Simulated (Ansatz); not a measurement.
A series in volume per atom on ScAl

Periodic Kohn-Sham DFT of a crystal at fixed atoms; pressure and stress are positive in compression; the energy is the free energy less that of spherical unpolarised free atoms; site moments are those in the method's own spheres, positive along +z. The results are calculated, by Ansatz 0.2.0.

Cell of the first row (space group Pm-3m, No. 221):
```
ScAl
1.0
      3.3021     0.0000     0.0000
      0.0000     3.3021     0.0000
      0.0000     0.0000     3.3021
Sc Al
1 1
Direct
  0.50000 0.50000 0.50000
  0.00000 0.00000 0.00000
```

Settings of every row: method frozen-core PAW; functional LDA; relativity scalar; k mesh 10x10x10; filling fermi-dirac; smearing width 0.05 eV; wave cutoff 420 eV; paw set soft_2.

Atom start moment: 0 on all atoms.

Limits: PAW files made with PBE; the cell comes from a prototype or a list of computed structures and needn't be the stable phase.

```csv
row,volume per atom (Å³),pressure (GPa)
1,18.003,0.441
2,18.568,?
3,19.142,-4.406
4,19.717,-6.262
5,20.291,-7.862
```

Question: what pressure should row 2 give?

Worked fit of pressure. Take u = (V_r/V)^(2/3) − 1 with V_r = 19.429 Å³ an atom, which is twice the finite (Eulerian) strain; such expansions in the strain, on which the Birch-Murnaghan equation of state is built, carry the rest volume and the bulk modulus. The shown rows have u = 0.05213, 0.00997, -0.00976, -0.02853. Least squares give pressure = −5.3764 + 95.601 × u + 306.08 × u² GPa; a straight line predicts inner rows, each left out in turn, worse (root mean square 0.31 against 0.037 GPa). The rows lie off it by 0.002, -0.013, 0.018, -0.007 (root mean square 0.012 GPa). The pressure vanishes at u = 0.0487, or V = 18.09 Å³ an atom, and there the bulk modulus at fixed shape and fractions is B = −V dP/dV = (2/3)(1 + u) dP/du = 87.7 GPa. The withheld row has u = 0.03068, so the fit gives −5.3764 + 95.601 × (0.03068) + 306.08 × (0.03068)² = -2.155 GPa.

The calculation gave -2.161 GPa. The fit lies 0.006 GPa (0.072 % of the column's range) above it; its largest miss of a shown row is 0.018 GPa.
